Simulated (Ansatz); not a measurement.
# Si3N: the cost of one run

Computed with Ansatz 0.2.0 (DFT PBE+D3(BJ), scalar-relativistic, plane waves, PAW, unless a step's input says otherwise).

## Step 1: The system as given

The structure is monoclinic, space group Pm (No. 6). The conventional cell has a = 5.421 Å, b = 3.833 Å, c = 22.488 Å, α = 90.00°, β = 90.00°, γ = 90.00°. Si (site symmetry m) has 3 Si at 2.32 to 2.35 Å in its first shell of neighbours. Si (site symmetry m) is surrounded by 4 Si at 2.31 to 2.32 Å. Si (site symmetry m) has 3 Si at 2.29 to 2.31 Å in its first shell of neighbours. N (site symmetry m) has 1 N at 1.10 Å in its first shell of neighbours.

Coordinates:

```cif
data_structure
_symmetry_space_group_name_H-M 'Pm'
_symmetry_Int_Tables_number 6
_cell_length_a 5.4212
_cell_length_b 3.8333
_cell_length_c 22.4878
_cell_angle_alpha 90.000
_cell_angle_beta 90.000
_cell_angle_gamma 90.000
_cell_volume 467.32
loop_
_atom_site_label
_atom_site_type_symbol
_atom_site_symmetry_multiplicity
_atom_site_Wyckoff_symbol
_atom_site_fract_x
_atom_site_fract_y
_atom_site_fract_z
_atom_site_occupancy
Si1 Si 1 b 0.00000 0.50000 0.17787 1
Si2 Si 1 a 0.25000 0.00000 0.17787 1
Si3 Si 1 a 0.50388 0.00000 0.26087 1
Si4 Si 1 b 0.74612 0.50000 0.26087 1
Si5 Si 1 b 0.00860 0.50000 0.34186 1
Si6 Si 1 a 0.24140 0.00000 0.34186 1
N1 N 1 a 0.00860 0.00000 0.47972 1
N2 N 1 a 0.00860 0.00000 0.52863 1
```

This is the geometry of the first run shown, built on a cell relaxed beforehand with the same method.

## Step 2: What is varied

Atoms count from 1 in the order of the input.

N2 is moved over the surface cell at a fixed height above a rigid substrate; the origin of the map has the adsorbate above Si5; the height is held at 3.10 Å.

The axes are (1) position of N7 along the first surface vector, from above Si5: 6 values from 0.000 to 0.833, periodic; (2) position of N7 along the second surface vector, from above Si5: 6 values from 0.000 to 0.833, periodic.

Nothing else is relaxed. Points are written as (first, second).

The two vectors of the plane (Å): (3.833, 0.000, 0.000); (0.000, 5.421, 0.000).

## Step 3: Point (3/6, 0/6) of the map's two axes

A dipole layer in the vacuum cancels the field that periodic copies would set up if the slab's two faces differ.

The input, input.yaml:

```yaml
crystal:
  lattice:
    - [3.8333442755, 0.0, 0.0]
    - [0.0, 5.4211674636, 0.0]
    - [0.0, 0.0, 22.4877586337]
  atoms:
    - { symbol: Si, position: [0.5, 0.0, 0.1778745523] }
    - { symbol: Si, position: [0.0, 0.25, 0.1778745523] }
    - { symbol: Si, position: [0.0, 0.5038839981, 0.2608672216] }
    - { symbol: Si, position: [0.5, 0.7461160019, 0.2608672216] }
    - { symbol: Si, position: [0.5, 0.0086033066, 0.3418641564] }
    - { symbol: Si, position: [0.0, 0.2413966934, 0.3418641564] }
    - { symbol: "N", position: [1.0, 0.0086033066, 0.4797169344] }
    - { symbol: "N", position: [1.0, 0.0086033066, 0.5286324363] }
basis:
  ecutwfc: 420
kpoints:
  mp_grid: { grid: [7, 5, 1] }
hamiltonian:
  xc: pbe
  pseudopotentials: { kind: paw, azcp: { folder: soft_1 } }
  dispersion: d3bj
scf:
  occupations: { method: gaussian, width: 0.05 }
output:
  forces: true
  eigenvalues: true
efield:
  axis: 3
  dipole_correction: true
  ramp_width: 0.04
```

Started as:

```sh
ansatz run input.yaml --threads 1 --pin off --max-ram 3072MiB --backend cpu --events-out ev --progress --plain --runs-dir out
```

Q: Estimate wall time and peak memory on 1 thread of Arm Neoverse V2, shared host.

About 13 s, with a peak of 0.5 GiB.
